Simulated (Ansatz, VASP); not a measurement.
# NaI in two plane-wave programs, part 2 of 2

Wanted: the spread between two codes on one cell, functional and k mesh. The cell is a member of a volume series, scaled by 0.985 from a relaxed one, so a pressure remains.

VASP 6.6.1 and Ansatz 0.2.0.

So far. Step 7 (Ansatz: single point, LDA, volume scaled by 1.015): The run ends at a pressure of -0.32 GPa.

**9. VASP: single point, r2SCAN, volume scaled by 0.985**

Level of this step: r2SCAN; plane waves and PAW (I, Na_pv) (VASP).

With cell and atoms fixed, the geometry can't cause a difference; cores, projectors, grids and the points listed under the comparison can. The cell compared in this pair holds 66.08 Å³, against 62.34 Å³ for the pair before.

The input asks for a relaxation, which ended at its first step since no free force or stress exceeded the threshold; so it serves as a single point.

INCAR

```
SYSTEM = NaI
PREC = Accurate
ENCUT = 500
EDIFF = 1E-06
NELM = 100
ISMEAR = 0
SIGMA = 0.03
LREAL = .FALSE.
ALGO = Normal
METAGGA = R2SCAN
LASPH = .TRUE.
NBANDS = 13
LORBIT = 11
LWAVE = .FALSE.
LCHARG = .FALSE.
KPAR = 4
IBRION = 2
NSW = 30
ISIF = 4
EDIFFG = -0.01
```

POSCAR

```
NaI
1.0
    0.0000000000      3.2088508934      3.2088508934
    3.2088508934      0.0000000000      3.2088508934
    3.2088508934      3.2088508934      0.0000000000
I Na
1 1
Direct
    0.5000000000      0.5000000000      0.5000000000
    0.0000000000      0.0000000000      0.0000000000
```

KPOINTS

```
Automatic mesh
0
Gamma
6 6 6
0 0 0
```

The projector-augmented-wave data sets are I and Na_pv (PBE family, release 64).

Launch:

```console
$ mpirun -np 4 vasp_std
```

Numbers of over 12 decimals in the logs are rounded to 6 here.

The log of the run:

```text
[banner, memory and clock lines left out]
running    4 mpi-ranks, on    1 nodes
[...]
|                                                                             |
|               ----> ADVICE to this user running VASP <----                  |
|                                                                             |
|     You enforced a specific xc type in the INCAR file but a different       |
|     [... a line on the potential file left out ...]
|     I HOPE YOU KNOW WHAT YOU ARE DOING!                                     |
|                                                                             |

 LDA part: xc-table for (None), standard interpolation
 POSCAR, INCAR and KPOINTS ok, starting setup
[...]
entering main loop
       N       E                     dE             d eps       ncg     rms          rms(c)
DAV:   1     0.515553619218E+02    0.51555E+02   -0.66525E+03   416   0.957E+02
DAV:   2    -0.260317935611E+02   -0.77587E+02   -0.71647E+02   436   0.231E+02
DAV:   3    -0.324247673976E+02   -0.63930E+01   -0.63456E+01   546   0.651E+01
DAV:   4    -0.325684618524E+02   -0.14369E+00   -0.14366E+00   466   0.102E+01
[...]
DAV:  12    -0.310849368478E+02    0.19482E-05   -0.13618E-06   521   0.149E-02    0.360E-03
DAV:  13    -0.310849397456E+02   -0.28978E-05   -0.25353E-07   273   0.631E-03    0.202E-03
DAV:  14    -0.310849398899E+02   -0.14429E-06   -0.37371E-08   238   0.252E-03
   1 F= -.31084940E+02 E0= -.31084940E+02  d E =-.310849E+02
[...]
reached required accuracy - stopping structural energy minimisation
```

Parts of OUTCAR (step 9):

```text
  Total        0.1120222      0.1120222      0.1120222     -0.0000000     -0.0000000      0.0000000
  in kB        2.7160391      2.7160391      2.7160391     -0.0000000     -0.0000000      0.0000000
  external PRESSURE =       2.7160391 kB  Pullay stress =       0.0000000 kB

 POSITION                                       TOTAL-FORCE (eV/Angst)
 -----------------------------------------------------------------------------------
      3.20885      3.20885      3.20885         0.000000     -0.000000     -0.000000
      0.00000      0.00000      0.00000        -0.000000      0.000000      0.000000
 -----------------------------------------------------------------------------------
    total drift:                                0.000000      0.000000      0.000000

  FREE ENERGIE OF THE ION-ELECTRON SYSTEM (eV)
  ---------------------------------------------------
  free  energy   TOTEN  =       -31.0849398899 eV

  energy  without entropy=      -31.0849398899  energy(sigma->0) =      -31.08493989

[... 2 parts as in an earlier step ...]

[... 2 further parts left out ...]
[key lines of the parts left out:]
E-fermi :   0.8148
```

The PAW data sets were made with PBE, which is usual practice but a small mismatch for other functionals.

**10. Ansatz: single point, r2SCAN, volume scaled by 0.985**

The same cell, functional, mesh and smearing now go to Ansatz, which takes its cutoff from its data sets.

The cell is a member of a volume series, scaled by 0.985 from a relaxed one, so a pressure remains.

input.yaml

```yaml
crystal:
  lattice:
    - [0.0, 3.20885089, 3.20885089]
    - [3.20885089, 0.0, 3.20885089]
    - [3.20885089, 3.20885089, 0.0]
  atoms:
    - { symbol: I, position: [0.5, 0.5, 0.5] }
    - { symbol: Na, position: [0.0, 0.0, 0.0] }
hamiltonian:
  xc: r2scan
  pseudopotentials: { kind: paw }
kpoints:
  mp_grid: { grid: [6, 6, 6] }
scf:
  occupations: { method: gaussian, width: 0.03 }
  n_extra_bands: 4
output:
  forces: true
  stress: true
  eigenvalues: true
```

Launch:

```console
$ ansatz run input.yaml --threads 2 --pin off --max-ram 4608MiB --backend cpu --events-out ev --progress --plain --runs-dir out
```

The log of the run:

```text
[...]
Crystal: 2 atoms, lattice volume = 66.081 Å³
Basis set: ecut = 500 eV, 1687 PW (Γ), exchange–correlation on 144×144×144 points (64 copies of the dense FFT grid, shifted against one another)
Bands: 17, of which v1, the nominal top of the filled ones, is band 13 counted from 1 (12 counted from 0)
Symmetry: 48 space group operations
[...]
k-points: 16 of 216
[...]
P = ⅓ Tr σ = 0.3628 GPa (3.628 kbar)
--- Band table (eV; the first three rows and the last of 16) ---
  k-point 0: bands = [... 9 lower, -8.4657, 2.9436, 2.9436, 2.9436, 7.4533, 11.4838, 11.4838, 11.4838]
  k-point 1: bands = [... 9 lower, -8.3814, 2.2030, 2.8614, 2.8614, 8.2484, 11.0130, 11.7070, 11.7070]
  k-point 2: bands = [... 9 lower, -8.2019, 1.1149, 2.7077, 2.7077, 8.7348, 11.3193, 11.3193, 11.8819]
  k-point 15: bands = [... 9 lower, -8.0084, 1.1712, 1.7686, 2.0146, 9.0676, 9.9840, 12.2879, 12.4378]
[key lines of the parts left out:]
SCF converged after 6 iterations
Free energy (F): -9019.603431 eV
Fermi energy:    5.198593 eV
```

The job ended after 29 s (2 threads of Arm Neoverse N1, shared host; peak memory 0.48 GiB).

The run ends at a pressure of 0.36 GPa.

**11. Differences**

What differs besides the data sets and the points named for the pairs above, as far as they apply: VASP keeps PBE cores, Ansatz makes them for the functional. Total energies have different zeros and are not compared.

The two programs side by side:

| quantity | Ansatz | VASP | difference |
| --- | --- | --- | --- |
| pressure (GPa) | 0.36 | 0.27 | +0.09 |
| gap on the k mesh (eV) | 4.510 | 4.519 | -0.009 |

A gap on the mesh is an upper bound, since the band edges may lie between its points. Ansatz's pressure holds a Pulay correction of 0.02 GPa; VASP's holds none.

**12. Results**

```json
{
  "difference in gap on the k mesh (single point, LDA, volume scaled by 0.985)": "-0.015 eV",
  "difference in gap on the k mesh (single point, LDA, volume scaled by 1.015)": "-0.014 eV",
  "difference in gap on the k mesh (single point, r2SCAN, volume scaled by 0.985)": "-0.0092 eV"
}
```

The difference in gap on the k mesh is -0.015 eV (single point, LDA, volume scaled by 0.985), within the 0.08 eV picked in this series as the mark of a large difference. For single point, LDA, volume scaled by 0.985, no further run moves any of the tabulated differences by more than a quarter of its size. 2 further runs of this series are not shown here. How closely two codes agree says nothing of how well the functional describes the real material.

[Lines on the potential files, build, host, timing and source positions are cut from VASP's logs without a mark.]

[Logs are printed without paths, hosts, clocks, repeated set-up lines and the standing remarks that a program may print on its own settings, such as how far it seeks lower states.]

[Hosts, paths, dates, database ids (printed as entryN), source tags and the programs' standing remarks are cut or masked in the printed files.]
